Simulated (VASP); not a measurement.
# Al: relaxation of cell and atoms with LDA

Al:

```xyz
1
Lattice="0.0000 1.9922 1.9922 1.9922 0.0000 1.9922 1.9922 1.9922 0.0000" Properties=species:S:1:pos:R:3 pbc="T T T"
Al    0.0000    0.0000    0.0000
```

- Program: VASP 6.6.1
- Task: relaxation of cell and atoms
- Functional: LDA
- Potentials or basis: VASP PAW LDA potentials, release 64 (Al)
- Cutoff: 600 eV
- k mesh: 16 × 16 × 16
- Occupations: methfessel-paxton, width 0.1 eV
- Spin: no spin polarisation
- Further INCAR settings: ALGO = Normal; EDIFF = 1e-07; IBRION = 2; EDIFFG = -0.005; NSW = 90; ISIF = 3

```
Pressure after relaxing : 0.0 GPa
Band gap on the k mesh  : none (metal or under the smearing width)
```

Final structure:
```
CELL_PARAMETERS angstrom
0.00000 1.99224 1.99224
1.99224 0.00000 1.99224
1.99224 1.99224 0.00000
ATOMIC_POSITIONS crystal
Al 0.00000 0.00000 0.00000
```

Levels at points of the mesh, in eV from the Fermi level:
| k point | band 1 | band 2 | band 3 | band 4 | band 5 |
| --- | --- | --- | --- | --- | --- |
| (0.00, 0.00, 0.00) | -11.43 | 12.77 | 12.77 | 12.77 | 14.42 |
| (0.50, 0.00, 0.00) | -4.75 | -4.48 | 11.60 | 11.60 | 11.66 |
| (0.50, 0.50, 0.00) | -3.03 | -1.65 | 5.27 | 5.70 | 5.70 |

Wall time 3.9 s on 1 thread of Intel(R) Xeon(R) Platinum 8488C (Sapphire Rapids), with other jobs on the host, peak memory 0.12 GiB.

Caveat: the relaxation stopped at its first step, so nothing moved.
